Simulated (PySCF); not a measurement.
Runs of PySCF 2.14.0 on Al. The structure is cubic, space group Fm-3m (No. 225). The conventional cell has a = 4.050 Å, b = 4.050 Å, c = 4.050 Å, α = 90.00°, β = 90.00°, γ = 90.00°. Al (site symmetry m-3m) has 12 Al at 2.86 Å as nearest neighbours. 

```tsv
task	level	potentials or basis	k mesh	symmetry	potentials	coulomb method	band path	conv_tol	mesh quality	gap on the mesh (eV)	V0 of scaled cells (Å³/atom)	B0 (GPa)
equation of state	PBEsol	DZVP-MOLOPT-SR/GTH-PBE (potentials made for PBE)	12 × 12 × 12	yes	Al GTH-PBE-q3	multigrid	-	-	not flagged	-	(a)	80
equation of state	PBE	DZVP-MOLOPT-SR/GTH-PBE (potentials made for PBE)	10 × 10 × 10	yes	Al GTH-PBE-q3	multigrid	-	-	not flagged	-	16.37	72
band structure	PBE	DZVP-MOLOPT-SR/GTH-PBE (potentials made for PBE)	10 × 10 × 10	yes	Al GTH-PBE-q3	multigrid	GXWKGLUWLK,UX	1e-07 Ha	not flagged	none	-	-
atomic charges	r2SCAN	gth-dzvp/gth-pbe (potentials made for PBE)	2 × 2 × 2	-	Al gth-pbe	Gaussian density fitting (GDF)	-	1e-07 Ha	coarse	none	-	-
band structure	LDA	DZVP-MOLOPT-SR/GTH-PBE (potentials made for PBE)	8 × 8 × 8	no	Al GTH-PBE-q3	multigrid	GXWKGLUWLK,UX	1e-07 Ha	not flagged	none	-	-
band structure	r2SCAN	DZVP-MOLOPT-SR/GTH-PBE (potentials made for PBE)	10 × 10 × 10	yes	Al GTH-PBE-q3	multigrid	GXWKGLUWLK,UX	1e-07 Ha	not flagged	none	-	-
equation of state	PBEsol	DZVP-MOLOPT-SR/GTH-PBE (potentials made for PBE)	8 × 8 × 8	no	Al GTH-PBE-q3	multigrid	-	-	not flagged	-	(b)	81
atomic charges	r2SCAN0	gth-dzvp/gth-pbe (potentials made for PBE)	2 × 2 × 2	-	Al gth-pbe	Gaussian density fitting (GDF)	-	1e-07 Ha	coarse	none	-	-
atomic charges	PBE	gth-dzvp/gth-pbe (potentials made for PBE)	2 × 2 × 2	-	Al gth-pbe	Gaussian density fitting (GDF)	-	1e-07 Ha	coarse	none	-	-
density of states	PBEsol	DZVP-MOLOPT-SR/GTH-PBE (potentials made for PBE)	12 × 12 × 12	yes	Al GTH-PBE-q3	multigrid	-	1e-07 Ha	not flagged	none	-	-
```

Alike in all rows: no spin polarisation; cell as given; smearing fermi-dirac 0.05 eV.

Question: Fill in the values left out.

Answer: (a) 16.46; (b) 16.44.

Caveats: some runs use coarse meshes; the basis of atomic orbitals isn't converged, which shifts pressures, moduli and gaps; the potentials were made for another functional, which shifts forces and pressure (some runs); on so small a mesh gaps with full-range exact exchange can be off by tenths of an eV to over 1 eV (some runs).

A k mesh can miss the band edges.

A gap of «none» marks a metal or a gap under the smearing width.

Not every run made on this cell is shown here.
